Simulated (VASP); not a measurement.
# MgO2 (I4/mcm) in VASP: further runs

One crystal, MgO2, is run at these levels: LDA; tasks: relaxation of cell and atoms.

All numbers are computed with VASP 6.6.1; they aren't measurements. Logs are shortened: lines on timing, memory, paths and dates and some standing lists are left out, and cuts for length are marked.

### Step 1. The structure

It takes space group I4/mcm (No. 140, tetragonal). The conventional cell has a = 3.999 Å, b = 3.999 Å, c = 4.746 Å, α = 90.00°, β = 90.00°, γ = 90.00°. Around Mg (site symmetry 422) lie 8 O at 2.00 Å. O (site symmetry m2m) is surrounded by 1 O at 1.30 Å.

The cell was built by a generator and needn't be a form met in nature.

### Step 2. Relaxation of cell and atoms, LDA, target pressure 104 GPa, at which the enthalpy is minimised

INCAR reads:

```
PREC = Accurate ; ENCUT = 520
EDIFF = 1E-7 ; ISMEAR = 0
SIGMA = 0.02 ; LREAL = F
LASPH = T ; NELM = 100
ALGO = Normal ; ISIF = 3
LWAVE = F ; LCHARG = F
GGA = CA ; IBRION = 2
NSW = 80 ; EDIFFG = -0.002
PSTRESS = 1040.0 ; KPAR = 4
```

KPOINTS reads:

```
Automatic mesh
0
Gamma
  12 12 12
```

POSCAR reads:

```
MgO2
1.0
   -1.9997000000      1.9997000000      2.3729000000
    1.9997000000     -1.9997000000      2.3729000000
    1.9997000000      1.9997000000     -2.3729000000
Mg O
2 4
Direct
    0.2500000000      0.2500000000      0.0000000000
    0.7500000000      0.7500000000      0.0000000000
    0.1151000000      0.6151000000      0.7302000000
    0.6151000000      0.8849000000      0.5000000000
    0.8849000000      0.3849000000      0.2698000000
    0.3849000000      0.1151000000      0.5000000000
```

Potentials or basis: VASP PAW LDA potentials, release 64 (Mg, O).

Command:

```
> cat potpaw_LDA.64/Mg/POTCAR potpaw_LDA.64/O/POTCAR > POTCAR
> mpirun -np 4 vasp_std > vasp.out
```

OUTCAR:

```text
PREC = Accurate
   ENCUT = 520
   EDIFF = 1E-7
   ISMEAR = 0
   LREAL = F
   LASPH = T
   NELM = 100
   ISIF = 3
   GGA = CA
   IBRION = 2
   NSW = 80
   EDIFFG = -0.002
   PSTRESS = 1040.0

 ion  position               nearest neighbor table
   1  0.250  0.250  0.000-   5 2.00   3 2.00   6 2.00   6 2.00   4 2.00   3 2.00   4 2.00   5 2.00
                             2 2.37   2 2.37   4 2.77   6 2.77   4 2.77   3 2.77   6 2.77   3 2.77
   2  0.750  0.750  0.000-   5 2.00   4 2.00   3 2.00   4 2.00   6 2.00   6 2.00   3 2.00   5 2.00
                             1 2.37   1 2.37   4 2.77   6 2.77   4 2.77   3 2.77   3 2.77   6 2.77
   3  0.115  0.615  0.730-   5 1.30   2 2.00   1 2.00   1 2.00   2 2.00   1 2.77   2 2.77   2 2.77
                             1 2.77
   4  0.615  0.885  0.500-   6 1.30   2 2.00   2 2.00   1 2.00   1 2.00   1 2.77   2 2.77   1 2.77
                             2 2.77
   5  0.885  0.385  0.270-   3 1.30   2 2.00   1 2.00   2 2.00   1 2.00   1 2.77   2 2.77   2 2.77
                             1 2.77
   6  0.385  0.115  0.500-   4 1.30   1 2.00   1 2.00   2 2.00   2 2.00   2 2.77   2 2.77   1 2.77
                             1 2.77

  LATTYP: Found a body centered tetragonal cell.
 ALAT       =     3.9994000000
 C/A-ratio  =     1.1866279942

  Lattice vectors:

 A1 = (  -1.9997000000,   1.9997000000,   2.3729000000)
 A2 = (   1.9997000000,  -1.9997000000,   2.3729000000)
 A3 = (   1.9997000000,   1.9997000000,  -2.3729000000)

Analysis of symmetry for initial positions (statically):
=====================================================================
 Subroutine PRICEL returns:
 Original cell was already a primitive cell.

 Routine SETGRP: Setting up the symmetry group for a
 body centered tetragonal supercell.

 Subroutine GETGRP returns: Found 16 space group operations
 (whereof  8 operations were pure point group operations)
 out of a pool of 16 trial point group operations.

The static configuration has the point symmetry C_4h.
 The point group associated with its full space group is D_4h.

Analysis of symmetry for dynamics (positions and initial velocities):
=====================================================================
 Subroutine PRICEL returns:
 Original cell was already a primitive cell.

 Routine SETGRP: Setting up the symmetry group for a
 body centered tetragonal supercell.

 Subroutine GETGRP returns: Found 16 space group operations
 (whereof  8 operations were pure point group operations)
 out of a pool of 16 trial point group operations.

The dynamic configuration has the point symmetry C_4h.
 The point group associated with its full space group is D_4h.

 Subroutine INISYM returns: Found 16 space group operations
 (whereof  8 operations are pure point group operations),
 and found     1 'primitive' translations

----------------------------------------------------------------------------------------

                                     Primitive cell

  volume of cell :      37.9550

  direct lattice vectors                    reciprocal lattice vectors
    -1.999700000  1.999700000  2.372900000     0.000000000  0.250037506  0.210712630
     1.999700000 -1.999700000  2.372900000     0.250037506  0.000000000  0.210712630
     1.999700000  1.999700000 -2.372900000     0.250037506  0.250037506  0.000000000

  length of vectors
     3.691646596  3.691646596  3.691646596     0.326984047  0.326984047  0.353606432

  position of ions in fractional coordinates (direct lattice)
     0.250000000  0.250000000  0.000000000
     0.750000000  0.750000000  0.000000000
     0.115100000  0.615100000  0.730200000
     0.615100000  0.884900000  0.500000000
     0.884900000  0.384900000  0.269800000
     0.384900000  0.115100000  0.500000000

  ion indices of the primitive-cell ions
   primitive index   ion index
                 1           1
                 2           2
                 3           3
                 4           4
                 5           5
                 6           6

----------------------------------------------------------------------------------------

 KPOINTS: Automatic mesh

Automatic generation of k-mesh.
 Grid dimensions read from file:
 generate k-points for:   12   12   12

 Generating k-lattice:

  Cartesian coordinates                     Fractional coordinates (reciprocal lattice)
     0.000000000  0.020836459  0.017559386     0.083333333  0.000000000  0.000000000
     0.020836459  0.000000000  0.017559386     0.000000000  0.083333333  0.000000000
     0.020836459  0.020836459  0.000000000     0.000000000  0.000000000  0.083333333

  Length of vectors
     0.027248671  0.027248671  0.029467203

  Shift w.r.t. Gamma in fractional coordinates (k-lattice)
     0.000000000  0.000000000  0.000000000

 Subroutine IBZKPT returns following result:
 ===========================================

 Found    163 irreducible k-points:

 Following reciprocal coordinates:
            Coordinates               Weight
  0.000000  0.000000  0.000000      1.000000
  0.083333  0.000000 -0.000000      8.000000
  0.166667  0.000000 -0.000000      8.000000
  0.250000  0.000000 -0.000000      8.000000
  0.333333  0.000000 -0.000000      8.000000
  0.416667  0.000000 -0.000000      8.000000
[... 16 lines left out ...]
  0.500000  0.166667 -0.000000     16.000000
 -0.416667  0.166667  0.000000     16.000000
 [... further k-points ...]
   k-points           NKPTS =    163   k-points in BZ     NKDIM =    163   number of bands    NBANDS=     18
   number of dos      NEDOS =    301   number of ions     NIONS =      6
   total plane-waves  NPLWV =  21952
   dimension x,y,z NGX =    28 NGY =   28 NGZ =   28
   dimension x,y,z NGXF=    56 NGYF=   56 NGZF=   56
   ions per type =               2   4
   NGX,Y,Z   is equivalent  to a cutoff of  12.61, 12.61, 12.61 a.u.
   NGXF,Y,Z  is equivalent  to a cutoff of  25.22, 25.22, 25.22 a.u.
 SYSTEM =  unknown system
   PREC   = accura    normal or accurate (medium, high low for compatibility)
   ISTART =      0    job   : 0-new  1-cont  2-samecut
   ICHARG =      2    charge: 1-file 2-atom 10-const
   ISPIN  =      1    spin polarized calculation?
   LNONCOLLINEAR =      F non collinear calculations
   LSORBIT =      F    spin-orbit coupling
   LASPH  =      T    aspherical Exc in radial PAW
   ENCUT  =  520.0 eV  38.22 Ry    6.18 a.u.   6.86  6.86  6.86*2*pi/ulx,y,z
   NELM   =    100;   NELMIN=  2; NELMDL= -5     # of ELM steps
   EDIFF  = 0.1E-06   stopping-criterion for ELM
   LREAL  =      F    real-space projection
   EDIFFG = -.2E-02   stopping-criterion for IOM
   NSW    =     80    number of steps for IOM
   IBRION =      2    ionic relax: 0-MD 1-quasi-New 2-CG
   NFREE  =      1    steps in history (QN), initial steepest desc. (CG)
   ISIF   =      3    stress and relaxation
   ISYM   =      2    0-nonsym 1-usesym 2-fastsym
   POTIM  = 0.5000    time-step for ionic-motion
   TEBEG  =    0.0;   TEEND  =   0.0 temperature during run
   PSTRESS= 1040.0 pullay stress
   NELECT =      28.0000    total number of electrons
   NUPDOWN=      -1.0000    fix difference up-down
   EMIN   =  10.00;   EMAX   =-10.00  energy-range for DOS
   EFERMI =   0.00;   METHOD = LEGACY
   ISMEAR =     0;   SIGMA  =   0.02  broadening in eV -4-tet -1-fermi 0-gaus
   EFERMI_NEDOS =   21; number of points for ismear=-14 and -15
   IALGO  =     38    algorithm
   IMIX   =      4    mixing-type and parameters
     AMIX     =   0.40;   BMIX     =  1.00
     AMIX_MAG =   1.60;   BMIX_MAG =  1.00
  volume/ion in A,a.u.               =       6.33        42.69
  Fermi-wavevector in a.u.,A,eV,Ry     =   1.479237  2.795353 29.771486  2.188143
  Thomas-Fermi vector in A             =   2.593420
   LORBIT       =      0    0 simple, 1 ext, 2 COOP (PROOUT), +10 PAW based schemes
   GGA     = CA    functional components
   LHFCALC =     F    Hartree Fock is set to
   AEXX    =    0.0000 exact exchange contribution
   IVDW    =     0    specifies the selected vdW correction
   LEPSILON=     F    determine dielectric tensor
   LRPA    =     F    only Hartree local field effects (RPA)
 conjugate gradient relaxation of ions
 non-spin polarized calculation
 Gauss-broadening in eV      SIGMA  =   0.02
  energy-cutoff  :      520.00
  volume of cell :       37.96
 maximum number of plane-waves:      1042
   NGX = 13   NGY = 13   NGZ = 13

--------------------------------------- Ionic step        1  -------------------------------------------

 number of electron      27.9999987 magnetization

 Free energy of the ion-electron system (eV)
  ---------------------------------------------------
  ext. energy  EPLUGINS =         0.00000000
  ---------------------------------------------------
  free energy    TOTEN  =       -33.96478522 eV

  energy without entropy =      -33.96478522  energy(sigma->0) =      -33.96478522

------------------------ aborting loop because EDIFF is reached ----------------------------------------

  FORCE on cell =-STRESS in cart. coord.  units (eV):
  Direction    XX          YY          ZZ          XY          YZ          ZX
  --------------------------------------------------------------------------------------
  -------------------------------------------------------------------------------------
  Total       22.1718329     22.1718329     16.4127390      0.0000000     -0.0000000     -0.0000000
  in kB      935.9293325    935.9293325    692.8233649      0.0000000     -0.0000000     -0.0000000
  external PRESSURE =    -185.1059900 kB  Pullay stress =    1040.0000000 kB
[... 105 lines left out ...]
  FREE ENERGIE OF THE ION-ELECTRON SYSTEM (eV)
  ---------------------------------------------------
  free  energy   TOTEN  =       -33.8451174122 eV

  energy  without entropy=      -33.8451174122  energy(sigma->0) =      -33.84511741

  enthalpy is  TOTEN    =        -9.8860388006 eV   P V=       23.9590786116

 E-fermi :  10.1492     XC(G=0): -14.2014

 val. band max:        9.9392199217   @ k =   0.5000   0.5000   0.5000
 cond. band min:      14.0273133647   @ k =  -0.3333   0.2500   0.0000
 fundamental gap:      4.0880934431
 Fermi energy:        10.1492360891

 k-point     1 :       0.0000    0.0000    0.0000
  band No.  band energies     occupation
      1     -17.0618      2.00000
      2     -13.3100      2.00000
      3      -6.7803      2.00000
      4      -6.7803      2.00000
      5       0.0339      2.00000
      6       0.2877      2.00000
[... 10 lines left out ...]
     17      18.5955      0.00000
     18      22.0063      0.00000
[... 466 lines left out ...]
      2     -14.4422      2.00000
      3      -7.3209      2.00000
      4      -6.9811      2.00000
      5      -1.2747      2.00000
      6      -0.8118      2.00000
[... 10 lines left out ...]
     17      21.1172      0.00000
     18      22.0470      0.00000

 [... further k-points ...]

[... ionic steps 4 to 11 ...]

--------------------------------------- Ionic step       12  -------------------------------------------

 number of electron      28.0000005 magnetization

------------------------ aborting loop because EDIFF is reached ----------------------------------------

  FORCE on cell =-STRESS in cart. coord.  units (eV):
  Direction    XX          YY          ZZ          XY          YZ          ZX
  --------------------------------------------------------------------------------------
  -------------------------------------------------------------------------------------
  Total       23.3708041     23.3708041     23.3522573      0.0000000      0.0000000     -0.0000000
  in kB     1039.4400130   1039.4400130   1038.6151255      0.0000000      0.0000000     -0.0000000
  external PRESSURE =      -0.8349495 kB  Pullay stress =    1040.0000000 kB
[... 69 lines left out ...]
  enthalpy is  TOTEN    =        -9.9335811131 eV   P V=       23.3775751382

--------------------------------------- Ionic step       14  -------------------------------------------

 number of electron      28.0000005 magnetization

 Free energy of the ion-electron system (eV)
  ---------------------------------------------------
  ext. energy  EPLUGINS =         0.00000000
  ---------------------------------------------------
  free energy    TOTEN  =       -33.31311800 eV

  energy without entropy =      -33.31311800  energy(sigma->0) =      -33.31311800

 E-fermi :   9.2725     XC(G=0): -13.9163

 val. band max:        9.1253209654   @ k =   0.5000   0.5000   0.5000
 cond. band min:      12.9460364386   @ k =  -0.3333   0.2500   0.0000
 fundamental gap:      3.8207154732
 Fermi energy:         9.2724929933

 k-point     1 :       0.0000    0.0000    0.0000
  band No.  band energies     occupation
      1     -17.0908      2.00000
      2     -13.5598      2.00000
      3      -7.3428      2.00000
      4      -7.3428      2.00000
      5      -0.3414      2.00000
      6      -0.1237      2.00000
[... 10 lines left out ...]
     17      17.6936      0.00000
     18      20.6818      0.00000
[... 466 lines left out ...]
      2     -14.6173      2.00000
      3      -7.8579      2.00000
      4      -7.5438      2.00000
      5      -1.5513      2.00000
      6      -1.1140      2.00000
[... 10 lines left out ...]
     17      20.0164      0.00000
     18      20.9665      0.00000

 [... further k-points ...]

------------------------ aborting loop because EDIFF is reached ----------------------------------------

  FORCE on cell =-STRESS in cart. coord.  units (eV):
  Direction    XX          YY          ZZ          XY          YZ          ZX
  --------------------------------------------------------------------------------------
  -------------------------------------------------------------------------------------
  Total       23.3797284     23.3797284     23.3783837      0.0000000      0.0000000      0.0000000
  in kB     1040.0085502   1040.0085502   1039.9487315      0.0000000      0.0000000      0.0000000
  external PRESSURE =      -0.0113894 kB  Pullay stress =    1040.0000000 kB
[... 21 lines left out ...]
  FREE ENERGIE OF THE ION-ELECTRON SYSTEM (eV)
  ---------------------------------------------------
  free  energy   TOTEN  =       -33.3131179966 eV

  energy  without entropy=      -33.3131179966  energy(sigma->0) =      -33.31311800

  enthalpy is  TOTEN    =        -9.9335817858 eV   P V=       23.3795362107

 reached required accuracy - stopping structural energy minimisation
```

Run time: 2.1 min. Hardware: 4 MPI ranks of Intel Xeon Platinum 8488C (Sapphire Rapids), shared host; peak memory 0.21 GiB.

What came out:

```yaml
Free_energy: -33.3131 eV
Relaxed_volume: 6.00 Å³/atom
Relaxed_cell: a = 3.625 Å, b = 3.625 Å, c = 3.625 Å, α = 114.11°, β = 114.11°, γ = 100.54°
Space_group_after_relaxing_to_0.05_Å: I4/mcm (No. 140)
Energy_change_on_relaxing_the_enthalpy_is_what_falls: +108.6 meV/atom
Ionic_steps: 14
Pressure_after_relaxing: 104.0 GPa
Band_gap_on_the_k_mesh: 3.82 eV, indirect (least direct gap 4.84 eV)
```

The path:
```
step  energy change (eV)  largest force (eV/Å)  pressure (GPa)  volume (Å³)
   1              0.0000                4.8341           85.49        37.96
   2              5.0016                5.3564          151.20        34.05
   3              0.1197                0.5295           89.89        36.91
   4              0.0933                0.3738           89.52        36.95
   5              1.9607                0.2391          135.63        34.26
   6              0.6561                0.1849          103.86        36.01
   7              0.6681                0.1813          104.18        35.99
   8              0.6306                0.3215          103.87        36.05
   9              0.6528                0.0011          104.06        36.02
  10              0.6525                0.0029          104.05        36.02
  11              0.6471                0.0025          103.89        36.02
  12              0.6478                0.0025          103.92        36.02
  13              0.6536                0.0033          104.04        36.01
  14              0.6517                0.0014          104.00        36.02
```

Final structure:
```xyz
6
Lattice="-1.9713 1.9713 2.3171 1.9713 -1.9713 2.3171 1.9713 1.9713 -2.3171" Properties=species:S:1:pos:R:3 pbc="T T T"
Mg    0.0000    0.0000    1.1586
Mg    0.0000    0.0000    3.4757
O     2.4615    0.4902    0.0000
O     1.4811    0.4902    2.3171
O    -0.4902    1.4811    2.3171
O     0.4902    1.4811    0.0000
```

Levels at points of the mesh, in eV from the valence-band top:
```
           k point  band 10  band 11  band 12  band 13  band 14  band 15  band 16  band 17  band 18
(0.00, 0.00, 0.00)    -5.82    -4.91    -4.17    -4.17    -0.60     5.30     5.30     8.57    11.56
(0.50, 0.00, 0.00)    -5.31    -3.04    -3.04    -2.52    -2.52     3.92     3.92    11.18    11.18
(0.50, 0.50, 0.00)    -4.91    -4.56    -3.05    -2.78    -1.71     4.55     4.97    10.63    10.88
(0.50, 0.50, 0.50)    -7.25    -4.32    -1.75    -1.75     0.00     5.08     5.08    12.06    12.75
```

Caveat: the cell is relaxed towards a set pressure, so the enthalpy falls and the energy may rise. A k mesh can miss the band edges.

[end of part 1 of 2]
